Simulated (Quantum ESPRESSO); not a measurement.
Ir: equation of state with LDA

The system is Ir.

```
CELL_PARAMETERS angstrom
0.00000 1.91560 1.91560
1.91560 0.00000 1.91560
1.91560 1.91560 0.00000
ATOMIC_POSITIONS crystal
Ir 0.00000 0.00000 0.00000
```

| Quantity | Value |
| --- | --- |
| Program | Quantum ESPRESSO 7.5 |
| Task | equation of state |
| Functional | LDA |
| Potentials or basis | PseudoDojo 0.4.1 SR LDA standard |
| Cutoff | 762 eV |
| Density cutoff | 3048 eV |
| k mesh | 12 × 12 × 12 |
| Occupations | fermi-dirac, width 0.05 eV |
| Spin | no spin polarisation |

```json
{
 "Equilibrium volume": "13.79 Å³/atom",
 "Bulk modulus": "408 GPa",
 "Pressure derivative of the bulk modulus": "5.1"
}
```

Energy against volume, from the lowest point:
| volume (Å³/atom) | energy (meV/atom) |
| --- | --- |
| 13.215 | 33.59 |
| 13.496 | 8.46 |
| 13.778 | 0.00 |
| 14.059 | 6.22 |
| 14.340 | 25.51 |
| 14.621 | 56.23 |
| 14.902 | 97.12 |

All runs of the series together: 51 s on 1 thread of Intel(R) Xeon(R) Platinum 8488C (Sapphire Rapids), on a shared host.

Spin-orbit coupling is left out, which matters for the levels of Ir. LDA usually gives volumes a few per cent too small.
